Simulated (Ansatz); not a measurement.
The cell is PbS (rocksalt); cell and atoms were relaxed with r2SCAN. The symmetry is Fm-3m (No. 225, cubic); a = 5.974 Å in the conventional setting, 26.66 Å³ an atom. Pb is surrounded by 6 S at 2.99 Å; S is surrounded by 6 Pb at 2.99 Å.

3 runs of Ansatz on this cell differ in the functional (and in the settings that go with it). Levels are in eV from each run's valence top; v1 is the last filled band, c1 the first empty one.

Run A, mean stress -0.1 GPa (compression positive):
```tsv
point	v5	v3	v1	c1	c2	c3
Γ	-15.05	-2.51	-2.51	6.67	6.67	6.67
X	-13.33	-5.78	-3.87	5.10	7.09	7.19
U	-13.35	-5.33	-2.73	4.60	5.48	6.53
```

Run B, mean stress -0.2 GPa (compression positive):
```tsv
point	v5	v3	v1	c1	c2	c3
Γ	-14.92	-2.42	-2.42	5.99	5.99	5.99
X	-13.21	-5.64	-3.77	4.48	6.41	6.51
U	-13.23	-5.19	-2.66	3.97	4.82	5.85
```

Run C, mean stress 0.0 GPa (compression positive):
```tsv
point	v5	v3	v1	c1	c2	c3
Γ	-14.00	-2.21	-2.21	5.51	5.51	5.51
X	-12.38	-5.19	-3.46	4.24	5.94	6.02
U	-12.39	-4.77	-2.47	3.63	4.41	5.40
```

Task: Match the runs to r2SCAN, HSE06, PBE0.

Result: A is PBE0, B is HSE06, C is r2SCAN. In order of the gap: r2SCAN 0.69, HSE06 0.88, PBE0 1.45 eV.

(Simulation; spin polarisation is off.)

Spin-orbit coupling is left out; in compounds of Pb, Bi, Tl or Hg it can lower a gap by up to about 1 eV, split its edges or invert the bands.

The stress of a hybrid is loosely converged in these runs.

The meshes of the hybrids are coarse, so their gaps aren't converged to the digits shown.
